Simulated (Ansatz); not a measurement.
A run of Ansatz 0.2.0:

Contents of input.yaml:

```yaml
crystal:
  lattice:
    - [-1.56042162, 1.56042162, 4.22180559]
    - [1.56042162, -1.56042162, 4.22180559]
    - [1.56042162, 1.56042162, -4.22180559]
  atoms:
    - { symbol: Ru, position: [0.0, 0.0, 0.0] }
    - { symbol: Al, position: [0.34079781, 0.34079781, 0.0] }
    - { symbol: Al, position: [0.65920219, 0.65920219, 0.0] }
kpoints:
  mp_grid: { grid: [12, 12, 12] }
  band_path:
    path:
      - [0.0, 0.0, 0.0]
      - [-0.5, 0.5, 0.0]
      - [-0.5, 0.5, -0.0683057809]
      - [-0.2841528905, 0.2841528905, -0.2841528905]
      - [0.0, 0.0, 0.0]
      - [0.5, 0.5, -0.5]
      - [0.2841528905, 0.7158471095, -0.7158471095]
      - [0.0, 0.5, -0.5]
    npoints: 10
scf:
  occupations: { method: fermi_dirac, width: 0.05 }
hamiltonian:
  xc: pbesol
  pseudopotentials: { kind: all_electron, lapw: { basis_error: 0.002 } }
output:
  forces: true
  stress: true
  eigenvalues: true
```

Potentials or basis: all-electron LAPW, scalar-relativistic.

Launch:

```console
$ ansatz run input.yaml --threads 2 --pin off --max-ram 8192MiB --backend cpu --events-out ev --progress --plain --runs-dir out
```

Hardware: 2 threads of AMD EPYC 7R43 64-Core Processor (Zen 3), on a shared host.

Estimate the wall time of this run.

Wall time 28 s on 2 threads of AMD EPYC 7R43 64-Core Processor (Zen 3), with other jobs on the host, peak memory 0.63 GiB. Counts: scf iterations 8, plane waves 311, k points 163, bands 29.
